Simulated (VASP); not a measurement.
Something may be wrong with this VASP 6.6.1 calculation of HfN.

The input run.py:

```python
from ase import Atoms
from ase.calculators.vasp import Vasp
from ase.dft.bandgap import bandgap

atoms = Atoms(
    ['Hf', 'N'],
    cell=[[0.0, 4.26322, 4.26322], [4.26322, 0.0, 4.26322], [4.26322, 4.26322, 0.0]],
    scaled_positions=[[0.025578, 0.011518, -0.01355], [0.486813, 0.502851, 0.51365]],
    pbc=True,
)
calc = Vasp(
    directory='calc',
    xc='pbesol',
    pp='PBE',
    setups={'base': 'minimal', 'Hf': '_pv', 'N': '_s'},
    prec='Accurate',
    encut=400,
    ediff=1e-06,
    ismear=0,
    sigma=0.1,
    lreal=False,
    lasph=True,
    nelm=58,
    algo='Normal',
    isif=2,
    lwave=False,
    lcharg=True,
    magmom=[[0.0, 0.0, 0.0], [0.0, 0.0, 0.0]],
    lorbit=11,
    lsorbit=True,
    gga_compat=False,
    lmaxmix=4,
    ivdw=11,
    kpts=[3, 3, 3],
    gamma=True,
    nbands=27,
)
atoms.calc = calc

print('energy (eV):', atoms.get_potential_energy())
print('free energy (eV):', atoms.get_potential_energy(force_consistent=True))
efermi = calc.get_fermi_level()
print('Fermi level (eV):', efermi)
path = atoms.cell.bandpath(npoints=60, eps=1e-4)
print('path:', path.path)
calc.set(kpts=path.kpts, reciprocal=True, icharg=11, isym=0, lcharg=False)
calc.calculate(atoms)
print('gap on the path (eV):', bandgap(calc, efermi=efermi)[0])
print('direct gap on the path (eV):', bandgap(calc, efermi=efermi, direct=True)[0])
```

Potentials or basis: VASP PAW PBE potentials, release 64 (Hf_pv, N_s).

Launch:

```sh
$ python run.py
```

Output:

```text
Traceback (most recent call last):
  ...
ValueError: The truth value of an array with more than one element is ambiguous. Use a.any() or a.all()
```

Task: What happened, and what is wrong with the input?

Result: The input was rejected before any iteration. The input holds a flaw that was put in on purpose: cell typed in bohr.
